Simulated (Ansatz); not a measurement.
In doubt: masses and optical values from hybrid runs of this build are listed as unsure, which bears on the screening that GW takes from such a start.

Rows from a G0W0 calculation on BN (P6_3/mmc) (Ansatz 0.2.0; G0W0 on PBE0, plane waves, PAW; 12×12×4 mesh, 324 empty bands, screening to 250 eV, hard PAW files), in eV. Spin-orbit coupling is left out.

```csv
row,k,band,start,Σx,Σc at the solution,Vxc
A,"(0.000, -0.500, 0.000)",c2,11.351,-7.196,-4.358,-11.731
B,"(0.333, 0.333, -0.500)",v1,3.504,-20.677,1.954,-18.298
C,"(0.333, 0.333, -0.500)",c1,10.314,-5.892,-4.298,-10.322
D,"(0.000, -0.500, 0.000)",v2,1.959,-19.386,2.185,-16.715
E,"(0.000, -0.500, 0.000)",c1,9.845,-5.516,-4.042,-9.622
F,"(0.000, -0.500, 0.000)",v1,3.013,-20.643,2.088,-18.130
```

Q: Give the quasiparticle energies and the shift of each level.

The quasiparticle equation reads E = start + Σx + Σc(E) − Vxc.

```csv
row,E (eV),shift (eV)
A,11.528,+0.177
B,3.078,−0.426
C,10.445,+0.131
D,1.474,−0.486
E,9.910,+0.065
F,2.588,−0.425
```

Limits: not at the basis limit.

[Paths, hosts, dates, memory and timing lines, banners, echoed tables and standing remarks are left out of the program output.]

[Logs are printed without paths, hosts, clocks, repeated set-up lines and the standing remarks that a program may print on its own settings, such as how far it seeks lower states.]

[Runs of the session that timed out or met a known fault of the program may be left out.]

[Cells called generated may have been cut or substituted from an entry of the Crystallography Open Database or the Materials Project.]

[Hosts, paths, dates, database ids (printed as entryN), source tags and the programs' standing remarks are cut or masked in the printed files.]
